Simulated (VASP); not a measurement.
## Ir: single point with PBE

The system is Ir.

```
CELL_PARAMETERS angstrom
1.37569 -2.38276 4.46229
1.37569 -2.38276 -4.46229
2.75138 4.76553 0.00000
ATOMIC_POSITIONS crystal
Ir 0.04167 0.29167 0.33333
Ir 0.54167 0.79167 0.33333
Ir 0.04167 0.29167 0.83333
Ir 0.54167 0.79167 0.83333
Ir 0.45833 0.20833 0.16667
Ir 0.95833 0.70833 0.16667
Ir 0.45833 0.20833 0.66667
Ir 0.95833 0.70833 0.66667
```

This isn't the form of Ir at room conditions, which is fcc.

The cell isn't the ideal one: the relaxed cell repeated 4 times.

```yaml
Program: VASP 6.6.1
Task: single point
Functional: PBE
Potentials_or_basis: VASP PAW PBE potentials, release 64 (Ir)
Cutoff: 520 eV
k_mesh: 6 × 6 × 6
Occupations: gaussian, width 0.15 eV
Spin: no spin polarisation
```

- Pressure: -1.0 GPa
- Largest force: 0.009 eV/Å
- Band gap on the k mesh: none (metal or under the smearing width)

Forces on the atoms (eV/Å):
```
Ir   0.007  0.004  0.000
Ir   0.007  0.004  0.000
Ir   0.007  0.004  0.000
Ir   0.007  0.004  0.000
Ir  -0.007 -0.004  0.000
Ir  -0.007 -0.004  0.000
Ir  -0.007 -0.004  0.000
Ir  -0.007 -0.004  0.000
```

Stress tensor (GPa, compression positive):
```
-1.34 -0.07  0.00
-0.07 -1.26  0.00
 0.00  0.00 -0.37
```

Levels at points of the mesh, in eV from the Fermi level:
| k point | band 33 | band 34 | band 35 | band 36 | band 37 | band 38 | band 39 | band 40 |
| --- | --- | --- | --- | --- | --- | --- | --- | --- |
| (0.00, 0.00, 0.00) | -0.74 | 0.25 | 0.25 | 0.66 | 0.90 | 0.90 | 0.90 | 0.90 |
| (0.50, 0.00, 0.00) | -1.28 | -1.28 | -1.04 | -1.04 | -0.44 | -0.44 | 0.38 | 0.38 |
| (0.50, 0.50, 0.00) | -0.46 | -0.46 | 0.66 | 0.66 | 0.90 | 0.90 | 0.91 | 0.91 |
| (0.00, 0.00, 0.50) | -1.84 | -1.84 | -1.36 | -1.36 | 0.71 | 0.71 | 0.73 | 0.73 |
| (0.50, 0.50, 0.50) | -0.48 | -0.48 | -0.48 | -0.48 | 0.32 | 0.32 | 0.32 | 0.32 |

Wall time 2.6 min on 1 thread of Intel(R) Xeon(R) 6975P-C (Granite Rapids) (shared host), peak memory 0.35 GiB.

Spin-orbit coupling is left out, which matters for the levels of Ir.
